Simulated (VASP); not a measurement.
**CdSe (CsCl), r²SCAN single-point calculation: Ansatz's output and VASP's**

```
Cd Se
1.0
     3.53310    0.00000    0.00000
     0.00000    3.53310    0.00000
     0.00000    0.00000    3.53310
Cd Se
1 1
Cartesian
  0.0000 0.0000 0.0000
  1.7666 1.7666 1.7666
```

Ansatz printed

```
SCF 1 converged in 7 iterations: F = -13746.554517 eV  dr2 = 1.24e-8
  greatest PAW one-centre occupation: 1.002 electrons in one spin orbital (limit 2), on the Cd atom at site 0 (counted from 0), in its partial waves of l = 1
NSCF: frozen V_eff on 5 k-points
SCF converged after 7 iterations
Free energy (F): -13746.554517 eV
Harris-Foulkes:  -13746.554517 eV  (|F-HF|=1.92e-8)
Internal energy: -13746.553001 eV  (E = F + TS)
E sigma→0 (E₀):  -13746.553759 eV
Entropy (-TS):   -0.001516 eV (-0.758 meV/atom)
Fermi energy:    11.685048 eV
--- Per-component energies (eV) ---
  E_band       = -798.900847
  E_kinetic    = 624.272669
  E_local      = -5164.173722  (includes V_loc(G=0)·N_el)
  E_nonlocal   = -559.834905
  E_hartree    = 2492.752805
  E_xc         = -266.192871
  E_vxc        = -350.469984  (∫ρ·V_xc dr)
  E_paw        = -6032.232843  (= ΣΔE_a)
  E_vpaw       = -356.338106  (= ΣTr[D̂ρ^β])
  E_aug_tail   = -0.000196  (compensation charges beyond the density's cutoff)
  E_vtau       = 22.138723  (kinetic-family band-sum trace: ∫τ·v_τ [+ j·A + Jᵃ·Aᵃ] dr)
  E_ewald      = -4838.814397
  E_core_change = -2.329541  (= ΣΔE_core)
  E_smearing   = -0.001516  (= −TS)
  E_closure    = 0.000000  (closes the sum)
  Σ components = -13746.554517   (vs F -13746.554517, Δ=0.00e0)
--- Forces (eV/Å), atoms counted from 1 ---
  atom   1  Cd    -0.00000000     0.00000000     0.00000000
  atom   2  Se     0.00000000     0.00000000     0.00000000
  max |Σ_I F_I| component: 3.68e-30 eV/Å
--- Stress (GPa, compression-positive) ---
       -0.230284      -0.000000       0.000000
       -0.000000      -0.230284       0.000000
        0.000000       0.000000      -0.230284
  P = ⅓ Tr σ = -0.2303 GPa (-2.303 kbar)
--- Band table (eV; the first three rows and the last of 35) ---
  k-point 0: bands = ["-93.9454", "-54.1069", "-54.1069", "-54.1069", "-36.3546", "-36.3546", "-36.3546", "-36.3546", "-36.3546", "-2.5103", "2.3731", "2.3731", "2.7978", "2.7978", "2.7978", "10.4032", "10.4032", "10.4032", "10.5666", "18.2692", "18.2692", "23.1753"]
  k-point 1: bands = ["-93.9454", "-54.1073", "-54.1068", "-54.1068", "-36.3547", "-36.3547", "-36.3546", "-36.3546", "-36.3544", "-2.3975", "2.3796", "2.4102", "2.7657", "2.7657", "2.8004", "8.7421", "10.5619", "10.5619", "11.9393", "18.3645", "18.8196", "22.2595"]
  k-point 2: bands = ["-93.9453", "-54.1085", "-54.1068", "-54.1068", "-36.3548", "-36.3548", "-36.3546", "-36.3546", "-36.3537", "-2.0969", "2.3953", "2.4884", "2.6903", "2.6903", "2.8068", "7.0935", "10.9782", "10.9782", "13.0598", "18.6319", "18.7838", "20.6021"]
  k-point 34: bands = ["-93.9451", "-54.1096", "-54.1096", "-54.1096", "-36.3554", "-36.3554", "-36.3554", "-36.3519", "-36.3519", "-0.2430", "2.2572", "2.2572", "2.2572", "2.9527", "2.9527", "9.3222", "9.3222", "9.3222", "13.4346", "13.4346", "13.4346", "13.7428"]
```

Datasets and cutoffs are each program's own. VASP's cell holds 18 valence electrons and Ansatz's 36. Ansatz's stress includes a Pulay correction; VASP's doesn't.

Problem. What does VASP give for the same cell and level of theory?

Solution. gap between bands v and c -1.24 eV (bands overlap: a metal); least direct gap 0.14 eV; pressure 0.1 GPa.

From OUTCAR

```
k-points           NKPTS =     35   k-points in BZ     NKDIM =     35   number of bands    NBANDS=     16

   NELECT =      18.0000    total number of electrons

   dimension x,y,z NGX =    28 NGY =   28 NGZ =   28
   dimension x,y,z NGXF=    56 NGYF=   56 NGZF=   56

  energy-cutoff  :      520.00
  volume of cell :       44.10
      direct lattice vectors                 reciprocal lattice vectors
     3.533101726  0.000000000  0.000000000     0.283037421  0.000000000  0.000000000
     0.000000000  3.533101726  0.000000000     0.000000000  0.283037421  0.000000000
     0.000000000  0.000000000  3.533101726     0.000000000  0.000000000  0.283037421

 k-points in reciprocal lattice and weights: KPOINTS created by Atomic Simulation Env
   0.00000000  0.00000000  0.00000000       0.002
   0.12500000  0.00000000  0.00000000       0.012
   0.25000000  0.00000000  0.00000000       0.012
   0.37500000  0.00000000  0.00000000       0.012
   0.50000000  0.00000000  0.00000000       0.006
   0.12500000  0.12500000  0.00000000       0.023
   0.25000000  0.12500000  0.00000000       0.047
   0.37500000  0.12500000  0.00000000       0.047
   ...

 E-fermi :   3.3363

 k-point     1 :       0.0000    0.0000    0.0000
  band No.  band energies     occupation
      1     -10.8691      2.00000
      2      -5.9370      2.00000
      3      -5.9370      2.00000
      4      -5.5102      2.00000
      5      -5.5102      2.00000
      6      -5.5102      2.00000
      7       2.0579      2.00000
      8       2.0579      2.00000
      9       2.0579      2.00000
     10       2.1967      2.00000
     11       9.9101      0.00000
     12       9.9101      0.00000
     13      14.8151      0.00000
     14      14.8151      0.00000
     15      14.8151      0.00000
     16      18.5787      0.00000

 k-point     2 :       0.1250    0.0000    0.0000
  band No.  band energies     occupation
      1     -10.7564      2.00000
      2      -5.9305      2.00000
      3      -5.8998      2.00000
      4      -5.5427      2.00000
      5      -5.5427      2.00000
      6      -5.5075      2.00000
      7       0.3867      2.00000
      8       2.2159      2.00000
      9       2.2159      2.00000
     10       3.5771      0.00001
     11      10.0128      0.00000
     12      10.4639      0.00000
     13      13.9001      0.00000
     14      13.9001      0.00000
     15      14.1350      0.00000
     16      18.6044      0.00000

 k-point     3 :       0.2500    0.0000    0.0000
  band No.  band energies     occupation
      1     -10.4559      2.00000
      2      -5.9146      2.00000
      3      -5.8218      2.00000
      4      -5.6188      2.00000
      5      -5.6188      2.00000
      6      -5.5011      2.00000
      7      -1.2614      2.00000
      8       2.6303      2.00000
      9       2.6303      2.00000
     10       4.6950      0.00000
     11      10.3025      0.00000
     12      10.4266      0.00000
     13      12.2547      0.00000
     14      12.2547      0.00000
     15      14.5527      0.00000
     16      16.7515      0.00000

 k-point     4 :       0.3750    0.0000    0.0000
  band No.  band energies     occupation
      1     -10.1009      2.00000
      2      -5.8986      2.00000
      3      -5.7788      2.00000
      4      -5.6920      2.00000
      5      -5.6920      2.00000
      6      -5.4946      2.00000
      7      -2.4381      2.00000
      8       3.1105      1.99997
      9       3.1105      1.99997
     10       5.7636      0.00000
     11       8.9007      0.00000
     12      10.6878      0.00000
     13      10.9137      0.00000
     14      10.9137      0.00000
     15      15.3106      0.00000
     16      17.4163      0.00000

 k-point     5 :       0.5000    0.0000    0.0000
  band No.  band energies     occupation
      1      -9.9309      2.00000
      2      -5.8919      2.00000
      3      -5.7824      2.00000
      4      -5.7215      2.00000
      5      -5.7215      2.00000
      6      -5.4919      2.00000
      7      -2.8621      2.00000
      8       3.3382      0.95200
      9       3.3382      0.95200
     10       6.6495      0.00000
     11       7.7434      0.00000
     12      10.3886      0.00000
     13      10.3886      0.00000
     14      10.8987      0.00000
     15      14.7451      0.00000
     16      18.7709      0.00000

 k-point     6 :       0.1250    0.1250    0.0000
  band No.  band energies     occupation
      1     -10.6485      2.00000
      2      -5.9099      2.00000
      3      -5.8740      2.00000
      4      -5.5698      2.00000
      5      -5.5482      2.00000
      6      -5.5285      2.00000
      7       0.1202      2.00000
      8       1.4058      2.00000
      9       2.3594      2.00000
     10       4.5281      0.00000
     11      10.2802      0.00000
     12      10.7946      0.00000
     13      12.3103      0.00000
     14      13.4603      0.00000
     15      14.7362      0.00000
     16      17.1855      0.00000

 ...

  Total        0.0296053      0.0296053      0.0296053     -0.0000000     -0.0000000      0.0000000
  in kB        1.0755028      1.0755028      1.0755028     -0.0000000     -0.0000000      0.0000000
  external PRESSURE =       1.0755028 kB  Pullay stress =       0.0000000 kB

 POSITION                                       TOTAL-FORCE (eV/Angst)
 -----------------------------------------------------------------------------------
      0.00000      0.00000      0.00000         0.000000      0.000000      0.000000
      1.76655      1.76655      1.76655         0.000000      0.000000      0.000000
 -----------------------------------------------------------------------------------
    total drift:                               -0.000000      0.000000     -0.000000

  FREE ENERGIE OF THE ION-ELECTRON SYSTEM (eV)
  ---------------------------------------------------
  free  energy   TOTEN  =       -34.6378284335 eV

  energy  without entropy=      -34.6363112951  energy(sigma->0) =      -34.63706986
```
